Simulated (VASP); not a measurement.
# TiO2 (Anatase) (I4_1/amd) in VASP: a series of runs, part 2 of 2

VASP 6.6.1.

## Step 4: Single point, PBE

INCAR

```
  ADDGRID = F
  ALGO = Normal
  EDIFF = 1E-5
  ENCUT = 460
  GGA = PE
  ISIF = 2
  ISMEAR = 0
  LASPH = T
  LCHARG = F
  LREAL = F
  LWAVE = F
  NELM = 100
  PREC = Accurate
  SIGMA = 0.05
```

KPOINTS

```
k-points
0
Gamma
  5 5 5
```

POSCAR

```
TiO2
1.0
   -1.8921000000      1.8921000000      4.7573000000
    1.8921000000     -1.8921000000      4.7573000000
    1.8921000000      1.8921000000     -4.7573000000
Ti O
2 4
Direct
    0.7500000000      0.2500000000      0.5000000000
    0.0000000000      0.0000000000      0.0000000000
    0.7919000000      0.7919000000      0.0000000000
    0.5419000000      0.0419000000      0.5000000000
    0.9581000000      0.4581000000      0.5000000000
    0.2081000000      0.2081000000      0.0000000000
```

Potentials or basis: VASP PAW PBE potentials, release 64 (Ti, O).

The run is started by

```bash
cat potpaw_PBE.64/Ti/POTCAR potpaw_PBE.64/O/POTCAR > POTCAR
mpirun -np 1 vasp_std > vasp.out
```

OUTCAR:

```text
EDIFF = 1E-5
   ENCUT = 460
   GGA = PE
   ISIF = 2
   ISMEAR = 0
   LASPH = T
   LREAL = F
   NELM = 100
   PREC = Accurate

 Found     18 irreducible k-points:

 Following reciprocal coordinates:
            Coordinates               Weight
  0.000000  0.000000  0.000000      1.000000
  0.200000 -0.000000  0.000000      8.000000
  0.400000  0.000000  0.000000      8.000000
  0.200000  0.200000  0.000000      8.000000
  0.400000  0.200000  0.000000     16.000000
 -0.400000  0.200000 -0.000000     16.000000
   k-points           NKPTS =     18   k-points in BZ     NKDIM =     18   number of bands    NBANDS=     20
   number of dos      NEDOS =    301   number of ions     NIONS =      6
   total plane-waves  NPLWV =  64000
   dimension x,y,z NGX =    40 NGY =   40 NGZ =   40
   dimension x,y,z NGXF=    80 NGYF=   80 NGZF=   80
   ions per type =               2   4
   NGX,Y,Z   is equivalent  to a cutoff of  12.18, 12.18, 12.18 a.u.
   NGXF,Y,Z  is equivalent  to a cutoff of  24.37, 24.37, 24.37 a.u.
 SYSTEM =  unknown system
   PREC   = accura    normal or accurate (medium, high low for compatibility)
   ISTART =      0    job   : 0-new  1-cont  2-samecut
   ICHARG =      2    charge: 1-file 2-atom 10-const
   ISPIN  =      1    spin polarized calculation?
   LNONCOLLINEAR =      F non collinear calculations
   LSORBIT =      F    spin-orbit coupling
[... 55 lines left out ...]
 val. band max:        0.6895863601   @ k =  -0.4000   0.4000   0.0000
 cond. band min:       2.6426613296   @ k =   0.0000   0.0000   0.0000
 fundamental gap:      1.9530749695
 Fermi energy:         0.9076077242

 k-point     1 :       0.0000    0.0000    0.0000
  band No.  band energies     occupation
      1     -16.9984      2.00000
      2     -15.9501      2.00000
      3     -15.9372      2.00000
      4     -15.4716      2.00000
      5      -3.2722      2.00000
      6      -3.1563      2.00000
[... 127 lines left out ...]
     19       4.0896      0.00000
     20       4.2688      0.00000

 [... further k-points ...]
[... 5 lines left out ...]
  --------------------------------------------------------------------------------------
  -------------------------------------------------------------------------------------
  Total        3.1824537      3.1824537      3.3801448      0.0000000      0.0000000      0.0000000
  in kB       74.8452048     74.8452048     79.4945186      0.0000000      0.0000000      0.0000000
  external PRESSURE =      76.3949761 kB  Pullay stress =       0.0000000 kB

 VOLUME and BASIS-vectors are now :
 -----------------------------------------------------------------------------
  energy-cutoff  :      460.00
  volume of cell :       68.13
      direct lattice vectors                 reciprocal lattice vectors
    -1.892100000  1.892100000  4.757300000     0.000000000  0.264256646  0.105101633
     1.892100000 -1.892100000  4.757300000     0.264256646  0.000000000  0.105101633
     1.892100000  1.892100000 -4.757300000     0.264256646  0.264256646  0.000000000

 POSITION                                       TOTAL-FORCE (eV/Angst)
 -----------------------------------------------------------------------------------
      0.00000      1.89210      2.37865         0.000000      0.000000     -0.000000
      0.00000      0.00000      0.00000         0.000000      0.000000     -0.000000
      0.00000      0.00000      7.53461         0.000000     -0.000000     -0.162793
      0.00000      1.89210      0.39866        -0.000000      0.000000     -0.162793
      0.00000      1.89210      4.35864        -0.000000      0.000000      0.162793
      0.00000      0.00000      1.97999         0.000000     -0.000000      0.162793
 -----------------------------------------------------------------------------------
    total drift:                                0.000000      0.000000     -0.000000

  FREE ENERGIE OF THE ION-ELECTRON SYSTEM (eV)
  ---------------------------------------------------
  free  energy   TOTEN  =       -52.9274476879 eV

  energy  without entropy=      -52.9274476879  energy(sigma->0) =      -52.92744769
```

OSZICAR:

```text
N       E                     dE             d eps       ncg     rms          rms(c)
DAV:   1     0.369904300452E+03    0.36990E+03   -0.13588E+04   720   0.143E+03
DAV:   2     0.271536726420E+00   -0.36963E+03   -0.35936E+03   928   0.360E+02
DAV:   3    -0.679181781986E+02   -0.68190E+02   -0.67600E+02   972   0.181E+02
DAV:   4    -0.705561499846E+02   -0.26380E+01   -0.26334E+01   860   0.409E+01
DAV:   5    -0.706431565404E+02   -0.87007E-01   -0.86989E-01   944   0.756E+00    0.442E+01
DAV:   6    -0.541658255883E+02    0.16477E+02   -0.11849E+02  1024   0.757E+01    0.146E+01
DAV:   7    -0.534110702814E+02    0.75476E+00   -0.18680E+01  1080   0.362E+01    0.134E+01
DAV:   8    -0.533099070427E+02    0.10116E+00   -0.83844E+00   864   0.252E+01    0.753E+00
DAV:   9    -0.529206840723E+02    0.38922E+00   -0.25626E+00   880   0.144E+01    0.415E-01
DAV:  10    -0.529274023999E+02   -0.67183E-02   -0.72296E-02   852   0.172E+00    0.259E-01
DAV:  11    -0.529305191511E+02   -0.31168E-02   -0.32314E-02   872   0.119E+00    0.447E-01
DAV:  12    -0.529274606348E+02    0.30585E-02   -0.24841E-02  1108   0.123E+00    0.639E-02
DAV:  13    -0.529274601711E+02    0.46365E-06   -0.84067E-04  1000   0.234E-01    0.438E-02
DAV:  14    -0.529274479739E+02    0.12197E-04   -0.64676E-05   836   0.750E-02    0.362E-03
DAV:  15    -0.529274476879E+02    0.28596E-06   -0.18403E-06   436   0.117E-02
   1 F= -.52927448E+02 E0= -.52927448E+02  d E =-.499071E-11
```

It took 28 s on 1 thread of Intel Xeon Platinum 8488C (Sapphire Rapids), shared host; peak memory 0.23 GiB.

The run converged, but some of its settings lie outside the range that counts as converged, so its numbers aren't taken as properties of the crystal.

What came out:

```yaml
Free_energy: -52.9274 eV
Pressure: 7.6 GPa
Largest_force: 0.163 eV/Å
Band_gap_on_the_k_mesh: 1.95 eV, indirect (least direct gap 2.28 eV)
```

Caveat: the k mesh is coarse (spacing up to 0.47 Å⁻¹), so the values aren't converged; the cutoff is under 1.25 times the usual one of these potentials, so pressure, stress and relaxed cells hold a basis-set (Pulay) error; an odd mesh through Γ misses points on the zone boundary, where band edges often lie.

## Step 5: For comparison

An earlier run on the cell as given: functional PBEsol; potentials or basis VASP PAW PBE potentials, release 64 (Ti_sv, O); cutoff 520 eV; k mesh 10 × 10 × 10; occupations fermi-dirac, width 0.05 eV; no spin polarisation.

- Pressure: -0.4 GPa
- Largest force: 0.012 eV/Å
- Band gap on the k mesh: 2.06 eV, indirect (least direct gap 2.40 eV)
